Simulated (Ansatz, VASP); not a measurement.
# Ti2H7 in VASP and in Ansatz

INCAR

```
SYSTEM = Ti2H7
ALGO     = Normal         ! electronic algorithm
EDIFF    = 1E-7           ! SCF threshold, eV
EDIFFG   = -0.04          ! ionic threshold
ENCUT    = 600            ! plane-wave cutoff, eV
GGA      = PE             ! functional
IBRION   = 2              ! ionic algorithm
ISIF     = 3              ! what is computed and relaxed
ISMEAR   = 0              ! smearing method
LASPH    = .TRUE.         ! aspherical terms in the spheres
LCHARG   = .FALSE.        ! write CHGCAR
LREAL    = .FALSE.        ! projectors in reciprocal space
LWAVE    = .FALSE.        ! write WAVECAR
NELM     = 100            ! most SCF steps
NSW      = 90             ! ionic steps
PREC     = Accurate       ! precision mode
SIGMA    = 0.1            ! smearing width, eV
```

KPOINTS

```
k-points
0
G
  6 6 6
  0 0 0
```

POSCAR

```
Ti2H7
1.0
    0.0000000000      2.9837786600      2.9837786600
    2.9837786600      0.0000000000      2.9837786600
    2.9837786600      2.9837786600      0.0000000000
Ti H
2 7
Direct
    0.2500000000      0.2500000000      0.2500000000
    0.7500000000      0.7500000000      0.7500000000
    0.2473200200      0.7526799800      0.7526799800
    0.7526799800      0.2473200200      0.2473200200
    0.7526799800      0.2473200200      0.7526799800
    0.2473200200      0.7526799800      0.2473200200
    0.7526799800      0.7526799800      0.2473200200
    0.2473200200      0.2473200200      0.7526799800
    0.5000000000      0.5000000000      0.5000000000
```

Input for Ansatz:

```yaml
crystal:
  lattice:
    - [0.0, 2.98377866, 2.98377866]
    - [2.98377866, 0.0, 2.98377866]
    - [2.98377866, 2.98377866, 0.0]
  atoms:
    - { symbol: Ti, position: [0.25, 0.25, 0.25] }
    - { symbol: Ti, position: [0.75, 0.75, 0.75] }
    - { symbol: H, position: [0.24732002, 0.75267998, 0.75267998] }
    - { symbol: H, position: [0.75267998, 0.24732002, 0.24732002] }
    - { symbol: H, position: [0.75267998, 0.24732002, 0.75267998] }
    - { symbol: H, position: [0.24732002, 0.75267998, 0.24732002] }
    - { symbol: H, position: [0.75267998, 0.75267998, 0.24732002] }
    - { symbol: H, position: [0.24732002, 0.24732002, 0.75267998] }
    - { symbol: H, position: [0.5, 0.5, 0.5] }
basis:
  ecutwfc: 420
kpoints:
  mp_grid: { grid: [6, 6, 6] }
hamiltonian:
  xc: pbe
scf:
  occupations: { method: gaussian, width: 0.1 }
  lower_state_search: "off"
output:
  forces: true
  stress: true
  eigenvalues: true
relax:
  adjacent_minimum: "off"
  f_tol: 0.04
  max_steps: 70
  cell: { stress_tol: 0.4 }
```

Alike in both runs: task relaxation of cell and atoms; functional PBE; k mesh 6 × 6 × 6; occupations gaussian, width 0.1 eV; no spin polarisation.

|  | VASP | Ansatz |
| --- | --- | --- |
| version | VASP 6.6.1 | Ansatz 0.2.0 |
| potentials or method | VASP PAW PBE potentials, release 64 (Ti_sv, H) | scalar-relativistic, plane waves, PAW |
| plane-wave cutoff (eV) | 600 | 420 |
| valence electrons in the cell | 31 | 31 |

Ansatz gave:

- gap on the k mesh at the Fermi level, each at its own relaxed structure (eV): none
- relaxed volume (Å³/atom): 5.53
- relaxed cell length with the largest relative difference (Å): 4.130
- energy change over the relaxation (meV/atom): -10

**Question.** Which values does VASP return?

**Answer.** gap on the k mesh at the Fermi level, each at its own relaxed structure (eV): none; relaxed volume (Å³/atom): 5.53; relaxed cell length with the largest relative difference (Å): 4.129; energy change over the relaxation (meV/atom): -10.

A gap of «none» marks a metal or a gap that the smearing closes.
